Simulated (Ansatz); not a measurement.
# Cu₃Au

Computed with Ansatz (plane waves, PAW, 500 eV cutoff): r²SCAN, scalar-relativistic, no spin polarisation, Γ-centred 10×10×10 mesh, 0.05 eV Gaussian smearing. The datasets are Ansatz's generated set soft_2.

```xyz
4
Lattice="3.7331 0.0000 0.0000 0.0000 3.7331 0.0000 0.0000 0.0000 3.7331" Properties=species:S:1:pos:R:3 pbc="T T T"
Cu    0.0000    1.8665    1.8665
Cu    1.8665    0.0000    1.8665
Cu    1.8665    1.8665    0.0000
Au    0.0000    0.0000    0.0000
```

The chain of runs began from a cell as deposited in COD, expanded in volume.

The run above is the reference. The same cell was run again with other input settings; several of them aren't fit for production, so the rows show the settings' effect and aren't properties of the material.

| keys changed | outcome | ΔE (meV/atom) | P (GPa) | gap on the mesh (eV) | cell moment (μB) | largest force component (eV/Å) | SCF iterations | rough core-seconds | new warnings |
| --- | --- | --- | --- | --- | --- | --- | --- | --- | --- |
| none (reference) | converged | 0.0 | 0.0 | metal | – | 0.000 | – | – | – |
| accuracy: "high"; scf.occupations.method: "gaussian" → "cold"; scf.occupations.width: 0.05 → 0.005 | converged | 0.3 | 0.0 | metal | – | 0.000 | 13 | 26 | – |
| accuracy: "medium"; basis.ecutwfc: 500 → "350 eV" | converged | 11.5 | 0.0 | metal | – | 0.000 | 9 | 9 | cutoff below recommended |
| hamiltonian.hubbard: {"sites": [{"species": "Au", "l": "d", "u_eff": 4.0}], "double_counting": "fll"} | converged | – | 1.0 | metal | – | 0.000 | 11 | 23 | filled band counts differ across k points |
| kpoints.mp_grid.grid: [10, 10, 10] → [15, 15, 15]; hamiltonian.xc: "r2scan" → "revpbe"; scf.occupations.width: 0.05 → 0.1 | converged | – | 9.3 | metal | – | 0.000 | 8 | 19 | – |
| hamiltonian.hubbard: {"sites": [{"species": "Cu", "l": "d", "u_eff": 5.0}], "double_counting": "amf"} | converged | – | -0.1 | metal | – | 0.000 | 11 | 24 | filled band counts differ across k points |
| scf.occupations.method: "gaussian" → "tetrahedron_uncorrected"; scf.occupations.width: 0.05 → null; hamiltonian.dispersion: "d4" | converged | – | -1.9 | metal | – | 0.000 | 9 | 19 | band table not solved further |
| scf.algorithm: "density_mixing" | converged | 0.0 | 0.0 | metal | – | 0.000 | 9 | 24 | – |

ΔE is the energy with the smearing extrapolated to zero. It is left out where the change alters the Hamiltonian or the spin treatment. The varied runs start from atomic densities (corrected by the program's trained start where that serves), with the default search for lower states unless a row changes it.

Q: What happens with these changes: kpoints.mp_grid.grid: [10, 10, 10] → [5, 5, 5]; basis.ecutwfc: 500 → "800 eV"; hamiltonian.hubbard: {"sites": [{"species": "Cu", "l": "d", "u_eff": 4.0}], "double_counting": "fll"}?

A: outcome converged, P (GPa) 3.0, gap on the mesh (eV) metal, largest force component (eV/Å) 0.000, SCF iterations 11, rough core-seconds 10, new warnings filled band counts differ across k points.

Changing scf.algorithm only steers the path to self-consistency, so the energy stays within 0.5 meV/atom.

The pair part of a dispersion correction pulls inward (a three-body part mostly pushes out), and in metals and ionic crystals with large ions it often overbinds.

1 further run (cut off, refused for memory, with changed atoms or starts, or in doubt) is left out.

Of the reference: Spin–orbit coupling, which matters for such heavy elements, is left out.
